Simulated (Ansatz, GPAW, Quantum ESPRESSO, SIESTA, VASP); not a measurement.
# Equation of state of CsSnI3 under PBEsol

```
CELL_PARAMETERS angstrom
6.20570 0.00000 0.00000
0.00000 6.20570 0.00000
0.00000 0.00000 6.20570
ATOMIC_POSITIONS crystal
Cs 0.00000 0.00000 0.00000
I 0.50000 0.50000 0.00000
I 0.50000 0.00000 0.50000
I 0.00000 0.50000 0.50000
Sn 0.50000 0.50000 0.50000
```

The cell was measured well above room temperature.

The cell was scaled at fixed shape and fractions and run with SIESTA, files PseudoDojo sr-pbesol-0.4.1-standard, DZP (energy shift 0.003 Ry; two zetas on semicore shells; d shell added on Cs); PBEsol, k mesh 5 × 5 × 5 on the cell of 5 atoms, fermi-dirac occupations of 0.05 eV, no spin polarisation, no spin-orbit coupling. Energies are those that the program minimises, any entropy of the smearing included.

```csv
V (Å³/atom),energy over the lowest row (meV/atom)
44.9294,2.370
45.8853,0.000
46.8412,0.039
47.7972,?
48.7531,6.471
49.7091,12.387
50.6650,19.845
```

Problem. Fit the third-order Birch-Murnaghan form, give V0, B0 and B′, and predict the energy left open.

Solution. With y = (V0/V)^(2/3), E = E0 + (9 V0 B0/16) [(y - 1)³ B′ + (y - 1)² (6 - 4y)]. Least squares through the rows shown give V0 = 46.3341 Å³/atom, E0 = -0.270 meV, B0 = 18.79 GPa (1 eV/Å³ = 160.218 GPa) and B′ = 4.55, with a largest miss of 0.010 meV. At V = 47.7972 the form with these constants gives 2.288 meV; the run gave 2.267 meV an atom. Other set-ups at this level, from all their volumes (Å³/atom, GPa): GPAW, PAW data sets generated for this functional: V0 45.841, B0 18.25; Ansatz, all-electron LAPW, scalar-relativistic: V0 45.828, B0 18.16; Quantum ESPRESSO, GBRV 1.5 PBEsol: V0 45.796, B0 18.18; VASP, PBE PAW files Cs_sv, I, Sn_d, 520 eV (made for PBE): V0 45.873, B0 18.14.
